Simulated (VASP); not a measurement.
VASP 6.6.1 run: GaN

INCAR

```
LWAVE = .FALSE.
POTIM = 0.1
ISIF = 3
PREC = Accurate
NSW = 40
LREAL = .FALSE.
EDIFF = 1E-7
SIGMA = 0.02
LCHARG = .FALSE.
LASPH = .TRUE.
NBANDS = 16
EDIFFG = -5E-3
GGA = CA
ISMEAR = -1
ENCUT = 600
NELM = 70
IBRION = 2
```

KPOINTS

```
KPOINTS created by Atomic Simulation Environment
0
Gamma
8 8 8
0 0 0
```

POSCAR

```
Ga N
 1.0000000000000000
     0.0000000000000000    2.2741788659219644    2.2741788659219644
     2.2741788659219644    0.0000000000000000    2.2741788659219644
     2.2741788659219644    2.2741788659219644    0.0000000000000000
 Ga  N
   1   1
Cartesian
  0.0000000000000000  0.0000000000000000  0.0000000000000000
  1.1370894329609822  1.1370894329609822  1.1370894329609822
```

The recommended LDA PAW datasets give the neutral cell 18 valence electrons.

Command

```
mpirun -np 1 vasp_std
```

Question: Predict the outcome of this run.

Answer: It converged. Results: relaxed cell vector lengths 3.156, 3.156, 3.156 Å; relaxed cell volume 22.22 Å³.

OSZICAR

```
N       E                     dE             d eps       ncg     rms          rms(c)
DAV:   1     0.894867922401E+02    0.89487E+02   -0.10129E+04  1008   0.216E+03
DAV:   2    -0.917493903327E+01   -0.98662E+02   -0.90802E+02  1064   0.355E+02
DAV:   3    -0.157829695961E+02   -0.66080E+01   -0.65826E+01  1040   0.740E+01
DAV:   4    -0.158620720779E+02   -0.79102E-01   -0.79088E-01  1232   0.862E+00
DAV:   5    -0.158631823123E+02   -0.11102E-02   -0.11102E-02  1056   0.937E-01    0.737E+00
DAV:   6    -0.139633960924E+02    0.18998E+01   -0.49894E+00  1392   0.395E+01    0.268E+00
DAV:   7    -0.139297158171E+02    0.33680E-01   -0.24123E-01  1024   0.633E+00    0.166E+00
DAV:   8    -0.139057477754E+02    0.23968E-01   -0.82079E-02  1096   0.272E+00    0.772E-01
DAV:   9    -0.139019053335E+02    0.38424E-02   -0.10017E-02  1176   0.191E+00    0.273E-01
DAV:  10    -0.139021210710E+02   -0.21574E-03   -0.11406E-03  1144   0.374E-01    0.140E-01
...
DAV:   4    -0.139457454219E+02    0.12499E-06   -0.92501E-08   664   0.435E-03    0.199E-04
DAV:   5    -0.139457454213E+02    0.57116E-09   -0.26145E-08   464   0.186E-03
  16 F= -.13945745E+02 E0= -.13945745E+02  d E =-.683803E-05
       N       E                     dE             d eps       ncg     rms          rms(c)
DAV:   1    -0.139457682177E+02   -0.22796E-04   -0.21239E-04  1128   0.377E-01    0.266E-02
DAV:   2    -0.139457529619E+02    0.15256E-04   -0.19461E-05  1112   0.141E-01    0.117E-02
DAV:   3    -0.139457492975E+02    0.36644E-05   -0.29679E-06  1144   0.659E-02    0.300E-03
DAV:   4    -0.139457488030E+02    0.49445E-06   -0.44987E-07  1176   0.857E-03    0.393E-04
DAV:   5    -0.139457487918E+02    0.11229E-07   -0.18588E-08   512   0.202E-03
  17 F= -.13945749E+02 E0= -.13945749E+02  d E =-.102085E-04
```

| ionic step | ΔE (meV/atom) | volume (Å³) | largest force (eV/Å) | pressure (GPa) | electronic steps |
| --- | --- | --- | --- | --- | --- |
| 1 | 0.0 | 23.52 | 0.000 | -10.16 | 13 |
| 2 | -13.3 | 23.02 | 0.000 | -6.64 | 8 |
| 3 | -21.8 | 22.28 | 0.000 | -0.63 | 8 |
| 4 | -21.9 | 22.21 | 0.000 | 0.11 | 6 |
| 5 | -21.9 | 22.24 | 0.000 | -0.21 | 6 |
| 6 | -21.9 | 22.23 | 0.000 | -0.19 | 2 |
| 7 | -21.9 | 22.23 | 0.000 | -0.15 | 3 |
| 11 | -21.9 | 22.23 | 0.000 | -0.18 | 2 |
| 12 | -21.9 | 22.23 | 0.000 | -0.17 | 2 |
| 13 | -21.9 | 22.23 | 0.000 | -0.18 | 2 |
| 14 | -21.9 | 22.23 | 0.000 | -0.12 | 3 |
| 15 | -21.9 | 22.23 | 0.000 | -0.13 | 4 |
| 16 | -21.9 | 22.23 | 0.000 | -0.11 | 5 |
| 17 | -21.9 | 22.22 | 0.000 | -0.03 | 5 |

For comparison, a separate LDA relaxation on usual settings, not on those above, ends at 22.22 Å³.
